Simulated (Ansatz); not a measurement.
# Ti2CO2 MXene bilayer (AB) in a perpendicular field, part 3 of 3

Wanted: the out-of-plane response of the Ti2CO2 MXene bilayer (AB). A positive field points along +c.

Ansatz 0.2.0; plane-wave DFT, r2SCAN-D4, Ansatz PAW (set soft_1); PAW set soft_1.

So far. Step 8 (Atoms held, field -0.25 V/Å): The dipole is -0.124 e·Å, and the gap 0.187 eV.

**9. Response, atoms held**

This step: plane-wave DFT, r2SCAN-D4, Ansatz PAW (set soft_1); response to a field along the normal, atoms held; PAW set soft_1 (Ansatz 0.2.0).

The dipoles give the slope, and the difference of two potentials shows where the field is screened.

This step gave:

- equivalent conductor thickness p/(ε₀AE): 10.97 Å
- distance between the outer atoms: 11.87 Å

The dipole of the cell by applied field:

```csv
applied field (V/Å),dipole of the cell (e·Å)
-0.250,-0.124
-0.030,-0.0143
0.000,-4.5e-6
0.030,0.0143
0.150,0.0730
0.250,0.124
```

Local field over the applied field, running mean. From the potentials at -0.03 and 0.03 V/Å; running mean over 2.5 Å. The local field over applied field by z:

```csv
z (Å),local field over applied field
4.5,1.000
5.0,1.000
5.5,0.998
6.0,0.993
6.5,0.976
7.0,0.924
7.5,0.813
8.0,0.660
8.5,0.486
9.0,0.321
9.5,0.184
10.0,0.0996
10.5,0.0573
11.0,0.0481
11.5,0.0457
12.0,0.0558
12.5,0.0963
13.0,0.179
13.5,0.299
14.0,0.429
14.5,0.530
15.0,0.559
15.5,0.511
16.0,0.397
16.5,0.267
17.0,0.153
17.5,0.0833
18.0,0.0504
18.5,0.0464
19.0,0.0485
19.5,0.0647
20.0,0.116
20.5,0.214
21.0,0.360
21.5,0.530
22.0,0.701
22.5,0.846
23.0,0.942
23.5,0.983
24.0,0.995
24.5,0.999
25.0,1.000
25.5,1.000
```

Electrons, planar mean, per unit field. Table of induced electron density by z:

```csv
z (Å),induced electron density (e/Å³ per V/Å)
4.5,3.5e-7
5.0,1.4e-6
5.5,5.6e-6
6.0,2.2e-5
6.5,8.7e-5
7.0,3.3e-4
7.5,0.00109
8.0,0.00280
8.5,0.00356
9.0,0.00160
9.5,7.5e-4
10.0,-1.5e-4
10.5,7.2e-4
11.0,8.9e-5
11.5,-1.1e-4
12.0,-6.5e-4
12.5,2.5e-4
13.0,-0.00107
13.5,-0.00126
14.0,-0.00319
14.5,-0.00174
15.0,2.3e-4
15.5,0.00227
16.0,0.00293
16.5,0.00128
17.0,6.0e-4
17.5,-1.1e-4
18.0,6.5e-4
18.5,-3.4e-5
19.0,-2.0e-4
19.5,-6.7e-4
20.0,2.3e-4
20.5,-0.00129
21.0,-0.00157
21.5,-0.00381
22.0,-0.00230
22.5,-8.2e-4
23.0,-2.4e-4
23.5,-6.2e-5
24.0,-1.6e-5
24.5,-4.0e-6
25.0,-1.0e-6
25.5,-2.6e-7
```

The smaller of the gaps on the path and on the k-mesh, counted as 0 under 0.03 eV. Table of gap by applied field:

```csv
applied field (V/Å),gap (eV)
-0.250,0.187
-0.030,0.477
0.000,0.517
0.030,0.477
0.150,0.291
0.250,0.187
```

By hand: between -0.03 and 0.03 V/Å the dipole changes by 0.02861 e·Å, a slope of 0.4769 e·Å²/V. A perfect conductor of thickness t has p = ε₀AEt, so t = 180.95 × 0.4769 / 7.866 = 10.97 Å (e/ε₀ = 180.95 V·Å, A in Å²).

The induced dipole is that of a conductor 10.97 Å thick.

**10. The same run with other settings**

This step: plane-wave DFT, r2SCAN-D4, Ansatz PAW (Ansatz 0.2.0).

A run with a changed input: it repeats the earlier run at 0.03 V/Å with total_charge to 1.

input.yaml reads:

```yaml
crystal:
  lattice:
    - [3.0138479305, 0.0, 0.0]
    - [-1.5069239653, 2.610068871, 0.0]
    - [0.0, 0.0, 29.8744625065]
  atoms:
    - { symbol: O, position: [0.3333333333, 0.6666666667, 0.3012606502] }
    - { symbol: Ti, position: [0.6666666667, 0.3333333333, 0.3312323931] }
    - { symbol: C, position: [0.0, 0.0, 0.374888706] }
    - { symbol: Ti, position: [0.3333333333, 0.6666666667, 0.4185337998] }
    - { symbol: O, position: [0.6666666667, 0.3333333333, 0.4484683746] }
    - { symbol: O, position: [0.6666666667, 0.3333333333, 0.5515316254] }
    - { symbol: Ti, position: [0.0, 0.0, 0.5814662002] }
    - { symbol: C, position: [0.3333333333, 0.6666666667, 0.625111294] }
    - { symbol: Ti, position: [0.6666666667, 0.3333333333, 0.6687676069] }
    - { symbol: O, position: [0.0, 0.0, 0.6987393498] }
kpoints:
  mp_grid: { grid: [18, 18, 1] }
  band_path:
    path: [[0, 0, 0], [0.5, 0, 0], [0.33333333, 0.33333333, 0], [0, 0, 0]]
    npoints: 16
hamiltonian:
  xc: r2scan
  dispersion: d4
  pseudopotentials: { kind: paw, azcp: { folder: soft_1 } }
scf:
  occupations: { method: fermi_dirac, width: 0.05 }
  convergence: { dr2_threshold: 1.0e-10 }
efield:
  axis: 3
  dipole_correction: true
  ramp_position: 0.97
  ramp_width: 0.06
  amplitude: 0.03
output:
  write_potential: true
  write_density: true
  volumetric_format: npy
total_charge: 1
```

Run with:

```console
> ansatz run input.yaml --threads 4 --pin off --max-ram 6144MiB --backend cpu --events-out ev --progress --plain --runs-dir out
```

Numbers of over 12 decimals in the logs are rounded to 6 here.

Output:

```text
Error: efield: with total_charge ≠ 0 without external_charges — the saw-weighted dipole of a charged cell depends on the ramp position (the isolated-slab reference a dipole correction restores does not exist for a charged slab), so the field energy is ill-defined under the jellium convention; neutralise the cell or drop the efield: block, which crystal.periodic lets a charged slab do
```

Wall time 0.02 s (4 threads of Arm Neoverse V2, shared host); peak memory 0.031 GiB.

The input was rejected at the start.

The program's message: “Error: efield: with total_charge ≠ 0 without external_charges — the saw-weighted dipole of a charged cell depends on the ramp position (the isolated-slab reference a dipole correction restores does no …”

**11. Varying the input**

This step: plane-wave DFT, r2SCAN-D4, Ansatz PAW (set soft_1) (Ansatz 0.2.0).

An input spoilt on purpose, to show how the run answers: it repeats the earlier run at 0.03 V/Å with efield.ramp_width from 0.06 to 0.9, and scf.max_iter set to 75.

Edit input.yaml of step 10 so:

```diff
@@ -28,2 +28,3 @@
   convergence: { dr2_threshold: 1.0e-10 }
+  max_iter: 75
 efield:
@@ -32,3 +33,3 @@
   ramp_position: 0.97
-  ramp_width: 0.06
+  ramp_width: 0.9
   amplitude: 0.03
@@ -38,2 +39 @@
   volumetric_format: npy
-total_charge: 1
```

Output:

```text
Engine: ansatz 0.2.0, aarch64-unknown-linux-gnu
Pseudopotentials: kind: paw
Pseudopotential: O, paw, valence charge 6, recommended cutoff 500 eV (meta_gga), soft_1/O.paw.azcp
Pseudopotential: Ti, paw, valence charge 12, recommended cutoff 500 eV (meta_gga), soft_1/Ti.paw.azcp
Pseudopotential: C, paw, valence charge 4, recommended cutoff 500 eV (meta_gga), soft_1/C.paw.azcp
Functional definition: r2SCAN
  parameter k0 = 0.174
  parameter k1 = 0.065
  parameter a1 = 4.9479
  exchange = r2scan_x(k0 = k0, k1 = k1, a1 = a1)
  correlation = r2scan_c
Crystal: 10 atoms, lattice volume = 235.003 Å³
Basis set: ecut = 500 eV, 6073 PW (Γ), exchange–correlation on 96×96×900 points (64 copies of the dense FFT grid, shifted against one another)
Bands: 50, of which v1, the nominal top of the filled ones, is band 40 counted from 1 (39 counted from 0)
Symmetry: 6 space group operations
k-points: 37 of 324 (time reversal used)
Non-local potential: O, projectors of the file, l = 0: 2, l = 1: 2, l = 2: 1
Non-local potential: Ti, projectors of the file, l = 0: 3, l = 1: 2, l = 2: 3, l = 3: 1
Non-local potential: C, projectors of the file, l = 0: 2, l = 1: 2, l = 2: 1
PAW form: soft (Blöchl's): semilocal exchange-correlation on the pseudo side does not see the compensation charge
PAW frozen core: O, regenerated for the run's functional (the file was generated under x = pbe(κ = 0.804, μ = 0.219515), c = pbe(β = 0.066725))
PAW frozen core: Ti, regenerated for the run's functional (the file was generated under x = pbe(κ = 0.804, μ = 0.219515), c = pbe(β = 0.066725))
PAW frozen core: C, regenerated for the run's functional (the file was generated under x = pbe(κ = 0.804, μ = 0.219515), c = pbe(β = 0.066725))
PAW one-centre angular grid: O, 302 points (default); XC on 160 Gauss nodes
PAW one-centre angular grid: Ti, 590 points (default); XC on 160 Gauss nodes
PAW one-centre angular grid: C, 302 points (default); XC on 219 of its mesh's 2255 points in the sphere
Initial density: superposition of atomic densities (neutral atoms: chi_scale 0, normalization atom)
Initial wavefunctions: pseudopotential atomic-orbital guess
Functional: x = r2scan, c = r2scan; τ floored in thin density (d = 2e-4 eV/Å³)
Error: efield: ion 0 (O) at fractional coordinate 0.3013 along the field axis lies inside the sawtooth ramp with 2 of the planes that the density is read on at each end, [0.9611, 0.8789] — the ramp must sit in vacuum (an ion there feels the fictitious reversed slope); set or move the ramp (efield.ramp_position / ramp_width) or move the geometry
```

The job ended after 0.4 s (4 threads; peak memory 0.48 GiB).

The input was rejected at the start.

The program's message: “Error: efield: ion 0 (O) at fractional coordinate 0.3013 along the field axis lies inside the sawtooth ramp with 2 of the planes that the density is read on at each end, [0.9611, 0.8789] — the ramp mu …”

The fault put into the input: a ramp so wide that it reaches the atoms.

**12. What came out**

```yaml
gap_without_field: 0.517 eV
ionisation_energy_upper_face: 5.93 eV
electron_affinity_upper_face: 5.41 eV
equivalent_conductor_thickness_atoms_held: 11.0 Å
```

What this shows: The induced dipole equals that of a perfect conductor 10.97 Å thick, while the outer atoms lie 11.87 Å apart; an out-of-plane ε follows only once a thickness t is chosen, by 1 − 1/ε = 10.97 Å / t. The gap goes from 0.52 eV to 0.19 eV at -0.25 V/Å. With the field reversed the gap is 0.19 eV at 0.25 V/Å. Semilocal functionals give gaps that are too small, and excitons are not included. The MXene's terminations sit over the metal atoms of its far layer; the site over carbon or nitrogen, which some compounds prefer, was not run.

[Logs are printed without paths, hosts, clocks, repeated set-up lines and the standing remarks that a program may print on its own settings, such as how far it seeks lower states.]

[Hosts, paths, dates, database ids (printed as entryN), source tags and the programs' standing remarks are cut or masked in the printed files.]

[Maps of the electrostatic potential energy from Ansatz leave out the sawtooth potential of an applied field or a dipole correction, so their vacuum need not be flat; planar profiles and work functions include it.]
